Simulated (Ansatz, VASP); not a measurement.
**One calculation of P, two programs**

```xyz
4
Lattice="3.3275 0.0000 0.0000 0.0000 3.3275 0.0000 0.0000 0.0000 6.4109" Properties=species:S:1:pos:R:3 pbc="T T T"
P     1.6638    0.0000    3.2055
P     0.0000    1.6638    0.0000
P     0.0000    0.0000    4.8082
P     0.0000    0.0000    1.6027
```

Alike in both runs: functional PBE; k mesh 14 × 14 × 8; occupations gaussian, width 0.1 eV; no spin polarisation.

Ansatz relaxed the structure, and its values are those at the end. VASP's run is a single point on that final structure, the one shown.

|  | VASP | Ansatz |
| --- | --- | --- |
| version | VASP 6.6.1 | Ansatz 0.2.0 |
| potentials or method | VASP PAW PBE potentials, release 64 (P) | scalar-relativistic, plane waves, PAW |
| plane-wave cutoff (eV) | 520 | 420 |
| valence electrons in the cell | 20 | 20 |

```tsv
	VASP	Ansatz	Ansatz less VASP
gap on the k mesh at the Fermi level (eV)	none	none	-
pressure (GPa)	-0.2	0.0	+0.24
```

A gap of «none» marks a metal or a gap that the smearing closes.
